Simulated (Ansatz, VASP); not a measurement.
**One calculation of MgSe, two programs**

The input INCAR:

```
SYSTEM = MgSe
PREC = Accurate
ENCUT = 520
EDIFF = 1E-6
ISMEAR = 0
SIGMA = 0.01
LREAL = .False.
LASPH = .True.
NELM = 60
ALGO = Normal
ISIF = 2
LWAVE = .False.
LCHARG = .True.
GGA = PE
LELF = .True.
LVHAR = .True.
NBANDS = 11
```

File KPOINTS:

```
Automatic mesh
0
Gamma
  6 6 6
  0 0 0
```

The input POSCAR:

```
MgSe
1.0
    0.0000000000      2.7362756105      2.7362756105
    2.7362756105      0.0000000000      2.7362756105
    2.7362756105      2.7362756105      0.0000000000
Mg Se
1 1
Direct
    0.0000000000      0.0000000000      0.0000000000
    0.5000000000      0.5000000000      0.5000000000
```

Input for Ansatz:

```yaml
crystal:
  lattice:
    - [0.0, 2.7362756105, 2.7362756105]
    - [2.7362756105, 0.0, 2.7362756105]
    - [2.7362756105, 2.7362756105, 0.0]
  atoms:
    - { symbol: Mg, position: [0.0, 0.0, 0.0] }
    - { symbol: Se, position: [0.5, 0.5, 0.5] }
kpoints:
  mp_grid: { grid: [6, 6, 6] }
hamiltonian:
  xc: pbe
scf:
  occupations: { method: fixed }
  n_extra_bands: 4
output:
  forces: true
  stress: true
  eigenvalues: true
  write_density: true
  write_potential: true
  elf: true
  volumetric_format: npy
```

Alike in both runs: task single point; functional PBE; k mesh 6 × 6 × 6; no spin polarisation.

|  | VASP | Ansatz |
| --- | --- | --- |
| version | VASP 6.6.1 | Ansatz 0.2.0 |
| potentials or method | VASP PAW PBE potentials, release 64 (Mg, Se) | plane waves, PAW |
| plane-wave cutoff (eV) | 520 | 420 |
| occupations | gaussian, width 0.01 eV | fixed |
| valence electrons in the cell | 8 | 26 |

VASP gave:

- gap on the k mesh at the Fermi level (eV): 1.78
- pressure (GPa): 1.1

Problem. Which values does Ansatz return?

Solution. gap on the k mesh at the Fermi level (eV): 1.80; pressure (GPa): 1.3.

The two sets of potentials don't hold the same shells in valence.

A k mesh can miss the band edges. A hybrid or GW would open this gap; PBE tends to underestimate it.
